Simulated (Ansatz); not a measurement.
All numbers below come from DFT PBE, scalar-relativistic, plane waves, PAW in Ansatz. All cells share a 420 eV cutoff and Γ-centred k meshes spaced at most about 0.3 Å⁻¹ (about 0.25 or finer for metals, 2π included). No spin polarisation.

These are static total energies at zero pressure.

**Question.** Order these relaxed structures of BiS7 by energy, lowest first, with the energy over the lowest of them.
A.

```xyz
8
Lattice="6.7412 0.0000 0.0000 -3.3706 5.8380 0.0000 0.0000 0.0000 5.0312" Properties=species:S:1:pos:R:3 pbc="T T T"
Bi    0.0000    0.0000    2.5156
S     1.7973    2.8543    0.9447
S     3.3706    0.1294    0.9447
S     4.9438    2.8543    0.9447
S     1.5733    2.9837    4.0865
S    -1.5733    2.9837    4.0865
S     0.0000    5.7086    4.0865
S     0.0000    0.0000    0.0000
```

B.

```xyz
8
Lattice="3.8315 0.0000 0.0000 0.0000 3.8315 0.0000 0.0000 0.0000 11.0403" Properties=species:S:1:pos:R:3 pbc="T T T"
Bi    0.0000    0.0000    0.0000
S     1.9157    1.9157    3.1458
S     1.9157    1.9157    7.8945
S     1.9157    1.9157    0.0000
S     0.0000    0.0000    3.0658
S     0.0000    0.0000    7.9745
S     0.0000    0.0000    5.5201
S     1.9157    1.9157    5.5201
```

C.

```xyz
8
Lattice="5.7020 0.0000 0.0000 0.0000 5.7020 0.0000 0.0000 0.0000 5.6617" Properties=species:S:1:pos:R:3 pbc="T T T"
Bi    0.0000    0.0000    2.8308
S     3.1252    1.4003    0.0000
S     2.5768    4.3017    0.0000
S     4.3017    3.1252    0.0000
S     1.4003    2.5768    0.0000
S     0.0000    2.8510    2.8308
S     2.8510    0.0000    2.8308
S     0.0000    0.0000    0.0000
```

**Answer.** A (0 meV/atom), C (40 meV/atom), B (95 meV/atom). Forms: A P-3m1; C P4/m; B P4/mmm. Counting S atoms around Bi (those within 1.25 times the shortest such distance or 1.15 times the sum of covalent radii; a plus sign parts nearer from farther groups): A has Bi 2; C has Bi 6; B has Bi 4+2. A holds S–S pairs (shortest 1.91 Å); C holds S–S units of three or more atoms (shortest 2.09 Å); B holds S–S units of three or more atoms (shortest 2.37 Å). All come from invented guesses. The lowest form computed isn't among them: it has space group P1 (No. 1), 34.3 Å³/atom and lies 290 meV/atom below the best shown. Even the lowest of the cells shown lies +0.34 eV/atom against the elements.

Weakly bound directions are ill-defined at this level, which has no dispersion term (P-3m1), and this can change margins and order among such cells. Spin–orbit coupling, which can matter for Bi, is left out. In P-3m1, P4/m, P4/mmm an odd number of electrons in the primitive cell allows no gap without spin; a larger cell or a magnetic state could open one. Cells relaxed within their symmetry can be saddle points. Some candidate types were left out of the draw beforehand, so a known form may be missing.
